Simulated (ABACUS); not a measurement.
The system is Pb.

```
Pb
1.0
     0.00000    2.47502    2.47502
     2.47502    0.00000    2.47502
     2.47502    2.47502    0.00000
Pb
1
Direct
  0.00000 0.00000 0.00000
```

Program: ABACUS 3.10.1. Alike in all runs: task single point; no spin polarisation; cell as given; smearing fermi-dirac 0.05 eV.

**Question.** Order these runs on this cell by their pressure, lowest first.
A. level PBE; potentials or basis PseudoDojo NC SR 0.4.1 PBE standard, DZP LCAO (the cutoffs set its grid); k mesh 9 × 9 × 9; cutoff (eV) 1361; orbital files Pb Pb_confined-atom_8au_2s2p2d.orb; SCF threshold on the density 1e-07; eigensolver genelpa; mesh quality not flagged
B. level PBE; potentials or basis Ansatz NC PBE, DZP LCAO (the cutoffs set its grid); k mesh 8 × 8 × 8; cutoff (eV) 1361; orbital files Pb Pb_confined-atom_8au_2s2p2d.orb; SCF threshold on the density 1e-07; eigensolver genelpa; mesh quality not flagged
C. level BLYP; potentials or basis SPMS ONCV 1.0 PBE, plane waves; k mesh 7 × 7 × 7; cutoff (eV) 857; SCF threshold on the density 1e-08; eigensolver dav; mesh quality not flagged
D. level revTPSS; potentials or basis SG15 ONCV 1.2 PBE, plane waves; k mesh 6 × 6 × 6; cutoff (eV) 993; SCF threshold on the density 1e-08; eigensolver dav; mesh quality coarse

**Answer.** B (-9.6 GPa), D (0.2 GPa), A (4.0 GPa), C (5.8 GPa).

Caveats: some runs use coarse meshes; the atomic orbitals were generated for these runs and aren't a published set (some runs); the basis of atomic orbitals isn't converged, which shifts pressures, moduli and gaps (some runs); the potentials were made for another functional, which shifts forces and pressure (some runs).

Not every run made on this cell is shown here.
